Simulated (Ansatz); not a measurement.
Set up this calculation in Ansatz 0.2.0, as the native input.

```
Task                : band structure
Functional          : PBEsol
Potentials or basis : all-electron LAPW, scalar-relativistic
Cutoff              : 355 eV (chosen from the basis error)
Basis error allowed : 0.001 eV/atom
k mesh              : 10 × 10 × 10
Occupations         : fermi-dirac, width 0.05 eV
Spin                : no spin polarisation
```

Crystal: TaN.

```
CELL_PARAMETERS angstrom
0.00000 2.21132 2.21132
2.21132 0.00000 2.21132
2.21132 2.21132 0.00000
ATOMIC_POSITIONS crystal
Ta 0.50000 0.50000 0.50000
N 0.00000 0.00000 0.00000
```

The cell comes from a database or a generator and needn't be the stable form of this composition.

The input as run:

input.yaml

```yaml
crystal:
  lattice:
    - [0.0, 2.211323, 2.211323]
    - [2.211323, 0.0, 2.211323]
    - [2.211323, 2.211323, 0.0]
  atoms:
    - { symbol: Ta, position: [0.5, 0.5, 0.5] }
    - { symbol: "N", position: [0.0, 0.0, 0.0] }
kpoints:
  mp_grid: { grid: [10, 10, 10] }
  band_path:
    path:
      - [0.0, 0.0, 0.0]
      - [0.5, 0.0, 0.5]
      - [0.5, 0.25, 0.75]
      - [0.375, 0.375, 0.75]
      - [0.0, 0.0, 0.0]
      - [0.5, 0.5, 0.5]
      - [0.625, 0.25, 0.625]
      - [0.5, 0.25, 0.75]
    npoints: 10
scf:
  occupations: { method: fermi_dirac, width: 0.05 }
hamiltonian:
  xc: pbesol
  pseudopotentials: { kind: all_electron, lapw: { basis_error: 0.001 } }
output:
  forces: true
  stress: true
  eigenvalues: true
```

Potentials or basis: all-electron LAPW, scalar-relativistic.

Run with:

```sh
$ ansatz run input.yaml --threads 1 --pin off --max-ram 3072MiB --backend cpu --events-out ev --progress --plain --runs-dir out
```

Results of the run:

```json
{
 "Pressure": "-10.7 GPa",
 "Band gap along the path": "none (metal or under the smearing width)"
}
```

Caveat: spin-orbit coupling is left out, which moves the levels of the heavy elements.

It took 14 s on 1 thread of Arm Neoverse V2, on a shared host, peak memory 0.33 GiB.
